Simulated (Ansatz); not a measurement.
# TiC: scans of the energy surface, part 2 of 2

Aim: for TiC, compute the harmonic modes and trace the energy along mode 4.

Ansatz 0.2.0; DFT PBE, scalar-relativistic, plane waves, PAW. The steps go on from the part before.

### 9 x = 0.075 Å

input.yaml reads:

```yaml
crystal:
  lattice:
    - [0.0, -2.1664615256, -2.1664615256]
    - [0.0, 2.1664615256, -2.1664615256]
    - [4.3329230512, 0.0, 0.0]
  atoms:
    - { symbol: Ti, position: [0.5173093312, 0.4826906688, 0.5] }
    - { symbol: Ti, position: [0.9826906688, 1.0173093312, 0.0] }
    - { symbol: C, position: [0.4971246049, 0.5028753951, 0.0] }
    - { symbol: C, position: [0.0028753951, -0.0028753951, 0.5] }
basis:
  ecutwfc: 420
kpoints:
  mp_grid: { grid: [20, 20, 14] }
hamiltonian:
  xc: pbe
scf:
  occupations: { method: gaussian, width: 0.15 }
output:
  forces: true
  stress: true
  eigenvalues: true
```

On the command line:

```bash
> ansatz run input.yaml --threads 2 --pin off --max-ram 5120MiB --backend cpu --events-out ev --progress --plain --runs-dir out
```

Log, shortened:

```text
Warning: RAYON_NUM_THREADS=2 ignored (pool sized by the plan → 2); use --threads N
[...]
Pseudopotentials: kind: paw
Pseudopotential: Ti, paw, valence charge 12, recommended cutoff 420 eV (normal), Ti.paw.azcp
Pseudopotential: C, paw, valence charge 4, recommended cutoff 420 eV (normal), C.paw.azcp
Functional definition: PBE
[...]
Crystal: 4 atoms, lattice volume = 40.674 Å³
Basis set: ecut = 420 eV, 799 PW (Γ), exchange–correlation on 48×48×60 points (8 copies of the dense FFT grid, shifted against one another)
Bands: 20, of which v1, the nominal top of the filled ones, is band 16 counted from 1 (15 counted from 0)
Symmetry: 8 space group operations
Space group: Cmcm (ITA 63), of the structure as read, at distance tolerance 3.4e-5 Å
k-points: 888 of 5600
[...]
SCF iter   1: F=—  HF=-5504.466493 eV  |F-HF|=—  |Δ(HF+E_count)|=         —  Δρ=3.57e-3  dr2=3.33e-3  ethr=1.77e-3  ⟨swp⟩=4.6  Hψ=66963  notcnv=0
[...]
SCF converged after 6 iterations
Free energy (F): -5504.465810 eV
[...]
E sigma→0 (E₀):  -5504.462608 eV
Entropy (-TS):   -0.006404 eV (-1.601 meV/atom)
Fermi energy:    14.673343 eV
[...]
--- Forces (eV/Å), atoms counted from 1 ---
  atom   1  Ti     0.00000000     1.09368893     0.00000000
  atom   2  Ti     0.00000000    -1.09368893     0.00000000
  atom   3  C      0.00000000    -0.02050688     0.00000000
  atom   4  C      0.00000000     0.02050688     0.00000000
[...]
--- Stress (GPa, compression-positive) ---
        1.569621       0.000000       0.000000
        0.000000       1.291733       0.000000
        0.000000       0.000000      -0.410043
  P = ⅓ Tr σ = 0.8171 GPa (8.171 kbar)
--- Band table (eV; the first three rows and the last of 888) ---
  k-point 0: bands = ["-41.8733", "-41.7728", "-18.3517", "-18.0763", "-18.0732", "-17.9107", "-17.9037", "-17.9029", "2.2849", "4.5696", "11.2445", "13.0545", "14.3092", "14.5742", "15.3622", "15.4041", "15.7153", "16.1109", "16.2119", "16.3765"]
[...]
```

It took 11 s on 2 threads of Intel Xeon Platinum 8488C (Sapphire Rapids), shared host; peak memory 0.88 GiB.

### 10 At x = 0.263 Å

input.yaml reads:

```yaml
crystal:
  lattice:
    - [0.0, -2.1664615256, -2.1664615256]
    - [0.0, 2.1664615256, -2.1664615256]
    - [4.3329230512, 0.0, 0.0]
  atoms:
    - { symbol: Ti, position: [0.5605826591, 0.4394173409, 0.5] }
    - { symbol: Ti, position: [0.9394173409, 1.0605826591, 0.0] }
    - { symbol: C, position: [0.4899361171, 0.5100638829, 0.0] }
    - { symbol: C, position: [0.0100638829, -0.0100638829, 0.5] }
basis:
  ecutwfc: 420
kpoints:
  mp_grid: { grid: [20, 20, 14] }
hamiltonian:
  xc: pbe
scf:
  occupations: { method: gaussian, width: 0.15 }
output:
  forces: true
  stress: true
  eigenvalues: true
```

On the command line:

```bash
> ansatz run input.yaml --threads 2 --pin off --max-ram 5120MiB --backend cpu --events-out ev --progress --plain --runs-dir out
```

Log, shortened:

```text
[...]
SCF converged after 6 iterations
Free energy (F): -5503.488868 eV
[...]
E sigma→0 (E₀):  -5503.485330 eV
Entropy (-TS):   -0.007076 eV (-1.769 meV/atom)
Fermi energy:    14.608067 eV
[...]
--- Forces (eV/Å), atoms counted from 1 ---
  atom   1  Ti     0.00000000     4.31268315     0.00000000
  atom   2  Ti     0.00000000    -4.31268315     0.00000000
  atom   3  C      0.00000000     0.65994638     0.00000000
  atom   4  C      0.00000000    -0.65994638     0.00000000
[...]
--- Stress (GPa, compression-positive) ---
       15.155002       0.000000       0.000000
        0.000000      17.695340       0.000000
        0.000000       0.000000      -3.115408
  P = ⅓ Tr σ = 9.9116 GPa (99.116 kbar)
--- Band table (eV; the first three rows and the last of 888) ---
  k-point 0: bands = ["-41.8454", "-41.7032", "-18.4237", "-18.0635", "-17.9969", "-17.8980", "-17.8583", "-17.8030", "2.3318", "4.6609", "11.2271", "12.9526", "12.9758", "14.0930", "14.9783", "15.2958", "15.2959", "15.7638", "16.5073", "16.6802"]
[...]
```

Wall time 12 s (2 threads of Intel Xeon Platinum 8488C (Sapphire Rapids), shared host); peak memory 0.85 GiB.

### 11 Changed: hubbard.sites [{species: Ti, l: d, u_eff: 2.0}], hubbard.double_counting amf, scf.algorithm density_mixing

input.yaml: that of step 10 with these lines changed.

```diff
@@ -16,7 +16,9 @@
   xc: pbe
+  hubbard: { sites: [{ species: Ti, l: d, u_eff: 2.0 }], double_counting: amf }
 scf:
   occupations: { method: gaussian, width: 0.15 }
+  algorithm: density_mixing
 output:
   forces: true
+  eigenvalues: true
   stress: true
-  eigenvalues: true
```

On the command line:

```bash
> ansatz run input.yaml --threads 2 --pin off --max-ram 5120MiB --backend cpu --events-out ev --progress --plain --runs-dir out
```

Log, shortened:

```text
Warning: RAYON_NUM_THREADS=2 ignored (pool sized by the plan → 2); use --threads N
Ti: projections on atomic orbitals take those of the free atom [Ne] 3s2 3p6 3d2 4s2, of charge +0.00 (hamiltonian.pseudopotentials.projection_atoms); the dataset's partial waves leave at most 4.1e-7 of an orbital's norm unspanned inside its sphere
C: projections on atomic orbitals take those of the free atom [He] 2s2 2p2, of charge +0.00 (hamiltonian.pseudopotentials.projection_atoms); the dataset's partial waves leave at most 3.7e-9 of an orbital's norm unspanned inside its sphere
[...]
Pseudopotentials: kind: paw
Pseudopotential: Ti, paw, valence charge 12, recommended cutoff 420 eV (normal), Ti.paw.azcp
Pseudopotential: C, paw, valence charge 4, recommended cutoff 420 eV (normal), C.paw.azcp
Functional definition: PBE
[...]
Crystal: 4 atoms, lattice volume = 40.674 Å³
[...]
Free energy (F): -5503.586747 eV
[...]
E sigma→0 (E₀):  -5503.583440 eV
Entropy (-TS):   -0.006614 eV (-1.653 meV/atom)
Fermi energy:    14.640940 eV
[...]
DFT+U double counting: amf (around mean field; hamiltonian.hubbard.double_counting)
--- Forces (eV/Å), atoms counted from 1 ---
  atom   1  Ti     0.00000000     4.30995451     0.00000000
  atom   2  Ti     0.00000000    -4.30995451     0.00000000
  atom   3  C      0.00000000     0.62742384     0.00000000
  atom   4  C      0.00000000    -0.62742384     0.00000000
[...]
--- Stress (GPa, compression-positive) ---
       15.937505       0.000000       0.000000
        0.000000      17.228467       0.000000
        0.000000       0.000000      -2.890208
  P = ⅓ Tr σ = 10.0919 GPa (100.919 kbar)
--- Band table (eV; the first three rows and the last of 888) ---
  k-point 0: bands = ["-41.8227", "-41.6812", "-18.4096", "-18.0374", "-17.9739", "-17.8747", "-17.8319", "-17.7882", "2.3373", "4.6108", "11.2308", "13.0333", "13.0592", "14.0488", "14.9096", "15.3258", "15.3868", "15.9481", "16.3638", "16.6995"]
[...]
Occupation matrices written to <dir>
```

It took 24 s on 2 threads of Intel Xeon Platinum 8488C (Sapphire Rapids), shared host; peak memory 1.5 GiB.

```
    run     ending                                                    energy change  pressure (GPa)  gap (eV)  force (eV/Å)  cycles  time
step 10  converged                                                                0             9.9      0.00          4.31       6  12 s
variant  converged  -24.5 meV/atom (Hubbard term changed: no physical gain or loss)            10.1      0.00          4.31       8  24 s
```

Changing the Hubbard U, double counting of the Hubbard term and solver moves the energy by -24.5 meV/atom. The U term adds an energy of its own, so the shift says nothing about which run is better. Cost: 8 SCF cycles against 6, 24 s against 12 s.

### 12 At x = 0.188 Å

input.yaml reads:

```yaml
crystal:
  lattice:
    - [0.0, -2.1664615256, -2.1664615256]
    - [0.0, 2.1664615256, -2.1664615256]
    - [4.3329230512, 0.0, 0.0]
  atoms:
    - { symbol: Ti, position: [0.5432733279, 0.4567266721, 0.5] }
    - { symbol: Ti, position: [0.9567266721, 1.0432733279, 0.0] }
    - { symbol: C, position: [0.4928115122, 0.5071884878, 0.0] }
    - { symbol: C, position: [0.0071884878, -0.0071884878, 0.5] }
basis:
  ecutwfc: 420
kpoints:
  mp_grid: { grid: [20, 20, 14] }
hamiltonian:
  xc: pbe
scf:
  occupations: { method: gaussian, width: 0.15 }
output:
  forces: true
  stress: true
  eigenvalues: true
```

On the command line:

```bash
> ansatz run input.yaml --threads 2 --pin off --max-ram 5120MiB --backend cpu --events-out ev --progress --plain --runs-dir out
```

Log, shortened:

```text
Warning: RAYON_NUM_THREADS=2 ignored (pool sized by the plan → 2); use --threads N
[...]
Pseudopotentials: kind: paw
Pseudopotential: Ti, paw, valence charge 12, recommended cutoff 420 eV (normal), Ti.paw.azcp
Pseudopotential: C, paw, valence charge 4, recommended cutoff 420 eV (normal), C.paw.azcp
Functional definition: PBE
[...]
Crystal: 4 atoms, lattice volume = 40.674 Å³
Basis set: ecut = 420 eV, 799 PW (Γ), exchange–correlation on 48×48×60 points (8 copies of the dense FFT grid, shifted against one another)
Bands: 20, of which v1, the nominal top of the filled ones, is band 16 counted from 1 (15 counted from 0)
Symmetry: 8 space group operations
Space group: Cmcm (ITA 63), of the structure as read, at distance tolerance 3.4e-5 Å
k-points: 888 of 5600
[...]
SCF iter   1: F=—  HF=-5504.020610 eV  |F-HF|=—  |Δ(HF+E_count)|=         —  Δρ=3.49e-3  dr2=2.75e-3  ethr=1.77e-3  ⟨swp⟩=4.6  Hψ=67583  notcnv=0
[...]
SCF converged after 6 iterations
Free energy (F): -5504.020084 eV
[...]
E sigma→0 (E₀):  -5504.016964 eV
Entropy (-TS):   -0.006240 eV (-1.560 meV/atom)
Fermi energy:    14.642702 eV
[...]
--- Forces (eV/Å), atoms counted from 1 ---
  atom   1  Ti     0.00000000     2.93537616     0.00000000
  atom   2  Ti     0.00000000    -2.93537616     0.00000000
  atom   3  C      0.00000000     0.23079667     0.00000000
  atom   4  C      0.00000000    -0.23079667     0.00000000
[...]
--- Stress (GPa, compression-positive) ---
        8.287843       0.000000       0.000000
        0.000000       8.758976       0.000000
        0.000000       0.000000      -1.872965
  P = ⅓ Tr σ = 5.0580 GPa (50.580 kbar)
--- Band table (eV; the first three rows and the last of 888) ---
  k-point 0: bands = ["-41.8621", "-41.7432", "-18.3838", "-18.0719", "-18.0425", "-17.9099", "-17.8807", "-17.8594", "2.3069", "4.6106", "11.2367", "13.0055", "13.5095", "14.3094", "15.3168", "15.4288", "15.5696", "15.7024", "16.4854", "16.5180"]
[...]
```

Run time: 10 s. Hardware: 2 threads of Intel Xeon Platinum 8488C (Sapphire Rapids), shared host; peak memory 0.88 GiB.

### 13 Changed: ecutwfc 33.1 Ry

input.yaml: that of step 12 with these lines changed.

```diff
@@ -11,3 +11,3 @@
 basis:
-  ecutwfc: 420
+  ecutwfc: "33.1 Ry"
 kpoints:
@@ -20,3 +20,3 @@
   forces: true
+  eigenvalues: true
   stress: true
-  eigenvalues: true
```

On the command line:

```bash
> ansatz run input.yaml --threads 2 --pin off --max-ram 5120MiB --backend cpu --events-out ev --progress --plain --runs-dir out
```

Log, shortened:

```text
Warning: RAYON_NUM_THREADS=2 ignored (pool sized by the plan → 2); use --threads N
[...]
Pseudopotentials: kind: paw
Pseudopotential: Ti, paw, valence charge 12, recommended cutoff 420 eV (normal), Ti.paw.azcp
Pseudopotential: C, paw, valence charge 4, recommended cutoff 420 eV (normal), C.paw.azcp
Functional definition: PBE
[...]
Crystal: 4 atoms, lattice volume = 40.674 Å³
Basis set: ecut = 450.3484423711014 eV, 903 PW (Γ), exchange–correlation on 48×48×60 points (8 copies of the dense FFT grid, shifted against one another)
Bands: 20, of which v1, the nominal top of the filled ones, is band 16 counted from 1 (15 counted from 0)
Symmetry: 8 space group operations
Space group: Cmcm (ITA 63), of the structure as read, at distance tolerance 3.4e-5 Å
k-points: 888 of 5600
[...]
SCF iter   1: F=—  HF=-5504.025392 eV  |F-HF|=—  |Δ(HF+E_count)|=         —  Δρ=3.46e-3  dr2=2.67e-3  ethr=1.77e-3  ⟨swp⟩=4.6  Hψ=67505  notcnv=0
[...]
SCF converged after 6 iterations
Free energy (F): -5504.024953 eV
[...]
E sigma→0 (E₀):  -5504.021833 eV
Entropy (-TS):   -0.006240 eV (-1.560 meV/atom)
Fermi energy:    14.642268 eV
[...]
--- Forces (eV/Å), atoms counted from 1 ---
  atom   1  Ti     0.00000000     2.93519550     0.00000000
  atom   2  Ti     0.00000000    -2.93519550     0.00000000
  atom   3  C      0.00000000     0.23084558     0.00000000
  atom   4  C      0.00000000    -0.23084558     0.00000000
[...]
--- Stress (GPa, compression-positive) ---
        8.265555       0.000000       0.000000
        0.000000       8.741753       0.000000
        0.000000       0.000000      -1.890285
  P = ⅓ Tr σ = 5.0390 GPa (50.390 kbar)
--- Band table (eV; the first three rows and the last of 888) ---
  k-point 0: bands = ["-41.8627", "-41.7438", "-18.3844", "-18.0725", "-18.0431", "-17.9104", "-17.8814", "-17.8600", "2.3072", "4.6111", "11.2364", "13.0052", "13.5089", "14.3087", "15.3164", "15.4287", "15.5692", "15.7022", "16.4850", "16.5180"]
[...]
```

Wall time 12 s (2 threads of Intel Xeon Platinum 8488C (Sapphire Rapids), shared host); peak memory 0.91 GiB.

```
    run     ending  energy change  pressure (GPa)  gap (eV)  force (eV/Å)  cycles  time
step 12  converged              0             5.1      0.00          2.94       6  10 s
variant  converged  -1.2 meV/atom             5.0      0.00          2.94       6  12 s
```

Changing the cutoff moves the energy by -1.2 meV/atom. More plane waves (450.349 against 420 eV) lower the energy, so the reference carries at least that much basis error.

### 14 x = 0.113 Å

input.yaml reads:

```yaml
crystal:
  lattice:
    - [0.0, -2.1664615256, -2.1664615256]
    - [0.0, 2.1664615256, -2.1664615256]
    - [4.3329230512, 0.0, 0.0]
  atoms:
    - { symbol: Ti, position: [0.5259639967, 0.4740360033, 0.5] }
    - { symbol: Ti, position: [0.9740360033, 1.0259639967, 0.0] }
    - { symbol: C, position: [0.4956869073, 0.5043130927, 0.0] }
    - { symbol: C, position: [0.0043130927, -0.0043130927, 0.5] }
basis:
  ecutwfc: 420
kpoints:
  mp_grid: { grid: [20, 20, 14] }
hamiltonian:
  xc: pbe
scf:
  occupations: { method: gaussian, width: 0.15 }
output:
  forces: true
  stress: true
  eigenvalues: true
```

On the command line:

```bash
> ansatz run input.yaml --threads 2 --pin off --max-ram 5120MiB --backend cpu --events-out ev --progress --plain --runs-dir out
```

Log, shortened:

```text
Warning: RAYON_NUM_THREADS=2 ignored (pool sized by the plan → 2); use --threads N
[...]
Pseudopotentials: kind: paw
Pseudopotential: Ti, paw, valence charge 12, recommended cutoff 420 eV (normal), Ti.paw.azcp
Pseudopotential: C, paw, valence charge 4, recommended cutoff 420 eV (normal), C.paw.azcp
Functional definition: PBE
[...]
Crystal: 4 atoms, lattice volume = 40.674 Å³
Basis set: ecut = 420 eV, 799 PW (Γ), exchange–correlation on 48×48×60 points (8 copies of the dense FFT grid, shifted against one another)
Bands: 20, of which v1, the nominal top of the filled ones, is band 16 counted from 1 (15 counted from 0)
Symmetry: 8 space group operations
Space group: Cmcm (ITA 63), of the structure as read, at distance tolerance 3.4e-5 Å
k-points: 888 of 5600
[...]
SCF iter   1: F=—  HF=-5504.362657 eV  |F-HF|=—  |Δ(HF+E_count)|=         —  Δρ=3.48e-3  dr2=2.98e-3  ethr=1.77e-3  ⟨swp⟩=4.6  Hψ=67193  notcnv=0
[...]
SCF converged after 6 iterations
Free energy (F): -5504.362030 eV
[...]
E sigma→0 (E₀):  -5504.359010 eV
Entropy (-TS):   -0.006041 eV (-1.510 meV/atom)
Fermi energy:    14.671712 eV
[...]
--- Forces (eV/Å), atoms counted from 1 ---
  atom   1  Ti     0.00000000     1.67743196     0.00000000
  atom   2  Ti     0.00000000    -1.67743196     0.00000000
  atom   3  C      0.00000000     0.01730709     0.00000000
  atom   4  C      0.00000000    -0.01730709     0.00000000
[...]
--- Stress (GPa, compression-positive) ---
        3.309006       0.000000       0.000000
        0.000000       3.007799       0.000000
        0.000000       0.000000      -0.831038
  P = ⅓ Tr σ = 1.8286 GPa (18.286 kbar)
--- Band table (eV; the first three rows and the last of 888) ---
  k-point 0: bands = ["-41.8716", "-41.7669", "-18.3597", "-18.0757", "-18.0678", "-17.9124", "-17.8982", "-17.8936", "2.2904", "4.5794", "11.2430", "13.0422", "14.0496", "14.5020", "15.3490", "15.4424", "15.8958", "15.9901", "16.0664", "16.4101"]
[...]
```

It took 11 s on 2 threads of Intel Xeon Platinum 8488C (Sapphire Rapids), shared host; peak memory 0.88 GiB.

### 15 Point x = 0.037 Å

input.yaml reads:

```yaml
crystal:
  lattice:
    - [0.0, -2.1664615256, -2.1664615256]
    - [0.0, 2.1664615256, -2.1664615256]
    - [4.3329230512, 0.0, 0.0]
  atoms:
    - { symbol: Ti, position: [0.5086546656, 0.4913453344, 0.5] }
    - { symbol: Ti, position: [0.9913453344, 1.0086546656, 0.0] }
    - { symbol: C, position: [0.4985623024, 0.5014376976, 0.0] }
    - { symbol: C, position: [0.0014376976, -0.0014376976, 0.5] }
basis:
  ecutwfc: 420
kpoints:
  mp_grid: { grid: [20, 20, 14] }
hamiltonian:
  xc: pbe
scf:
  occupations: { method: gaussian, width: 0.15 }
output:
  forces: true
  stress: true
  eigenvalues: true
```

On the command line:

```bash
> ansatz run input.yaml --threads 2 --pin off --max-ram 5120MiB --backend cpu --events-out ev --progress --plain --runs-dir out
```

Log, shortened:

```text
[...]
SCF converged after 6 iterations
Free energy (F): -5504.527163 eV
[...]
E sigma→0 (E₀):  -5504.523928 eV
Entropy (-TS):   -0.006471 eV (-1.618 meV/atom)
Fermi energy:    14.675056 eV
[...]
--- Forces (eV/Å), atoms counted from 1 ---
  atom   1  Ti     0.00000000     0.53904922     0.00000000
  atom   2  Ti     0.00000000    -0.53904922     0.00000000
  atom   3  C      0.00000000    -0.02007027     0.00000000
  atom   4  C      0.00000000     0.02007027     0.00000000
[...]
--- Stress (GPa, compression-positive) ---
        0.424437       0.000000       0.000000
        0.000000       0.315171       0.000000
        0.000000       0.000000      -0.108354
  P = ⅓ Tr σ = 0.2104 GPa (2.104 kbar)
--- Band table (eV; the first three rows and the last of 888) ---
  k-point 0: bands = ["-41.8740", "-41.7760", "-18.3463", "-18.0768", "-18.0760", "-17.9092", "-17.9076", "-17.9075", "2.2815", "4.5637", "11.2455", "13.0618", "14.5331", "14.6214", "15.3710", "15.3816", "15.4824", "16.2802", "16.3126", "16.3563"]
[...]
```

Run time: 11 s. Hardware: 2 threads of Intel Xeon Platinum 8488C (Sapphire Rapids), shared host; peak memory 0.88 GiB.

### 16 All points together

Collected from the runs (energy zero: the undisturbed cell):

```
 x (Å)  ΔE (meV/cell)  force along the mode (eV/Å)  pressure (GPa)
-0.300         1399.8                        9.796            13.0
-0.150          333.5                        4.553             3.2
 0.000            0.0                        0.000             0.0
 0.037           20.3                       -1.085             0.2
 0.075           81.7                       -2.194             0.8
 0.113          185.4                       -3.349             1.8
 0.188          527.4                       -5.794             5.1
 0.225          768.5                       -7.074             7.3
 0.263         1058.6                       -8.406             9.9
```

Not run, since symmetry makes them alike: 0.300 repeats -0.300, -0.225 repeats 0.225, 0.150 repeats -0.150, -0.075 repeats 0.075. Energy, pressure and gap are the same there.

### 17 Summary of results

This closing draws on all 2 parts.

| quantity | value |
| --- | --- |
| modes | 12 from 0 to 588 cm⁻¹ |
| harmonic wavenumber of the mode (freezing in a mode) | 285 cm⁻¹ |
| the same from the force at an amplitude of 0.037 Å (freezing in a mode) | 286 cm⁻¹ |
| step 7, run with mp_grid.shift [0.5, 0.5, 0.5], occupations.width 0.001 (against step 6) | 0.0 meV/atom |
| step 11, run with hubbard.sites [{species: Ti, l: d, u_eff: 2.0}], hubbard.double_counting amf, scf.algorithm density_mixing (against step 10) | -24.5 meV/atom |
| step 13, run with ecutwfc 33.1 Ry (against step 12) | -1.2 meV/atom |

In words: Normal modes: the cell is stable against its own zone-centre modes, which says nothing of other wave vectors. Freezing in a mode: the force at the smallest amplitude gives 286 cm⁻¹ against 285 cm⁻¹ from the phonon run, so the curve is close to a parabola there. The undisturbed cell stays the lowest of the sampled points.
